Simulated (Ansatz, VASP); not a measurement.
**Ti in VASP and in Ansatz**

Contents of INCAR:

```
SYSTEM = Ti
ALGO = Normal
EDIFF = 1E-6
ENCUT = 520
GGA = PE
ISIF = 2
ISMEAR = 0
LASPH = .True.
LCHARG = .False.
LREAL = .False.
LWAVE = .False.
NBANDS = 12
NELM = 100
PREC = Accurate
SIGMA = 0.05
```

Contents of KPOINTS:

```
k-points
0
Gamma
  18 18 18
  0 0 0
```

Contents of POSCAR:

```
Ti
1.0
   -1.6279408702      1.6279408702      1.6279408702
    1.6279408702     -1.6279408702      1.6279408702
    1.6279408702      1.6279408702     -1.6279408702
Ti
1
Direct
    0.0000000000      0.0000000000      0.0000000000
```

Input for Ansatz:

```yaml
crystal:
  lattice:
    - [-1.6279408702, 1.6279408702, 1.6279408702]
    - [1.6279408702, -1.6279408702, 1.6279408702]
    - [1.6279408702, 1.6279408702, -1.6279408702]
  atoms:
    - { symbol: Ti, position: [0.0, 0.0, 0.0] }
basis:
  ecutwfc: 420
  ecutrho_ratio: 4
kpoints:
  mp_grid: { grid: [18, 18, 18] }
hamiltonian:
  xc: pbe
scf:
  occupations: { method: gaussian, width: 0.05 }
output:
  forces: true
  stress: true
  eigenvalues: true
```

Alike in both runs: task single point; functional PBE; k mesh 18 × 18 × 18; occupations gaussian, width 0.05 eV; no spin polarisation.

|  | VASP | Ansatz |
| --- | --- | --- |
| version | VASP 6.6.1 | Ansatz 0.2.0 |
| potentials or method | VASP PAW PBE potentials, release 64 (Ti_sv) | scalar-relativistic, plane waves, PAW |
| plane-wave cutoff (eV) | 520 | 420 |
| valence electrons in the cell | 12 | 12 |

```csv
,VASP,Ansatz,Ansatz less VASP
pressure (GPa),-0.3,0.0,+0.25
```
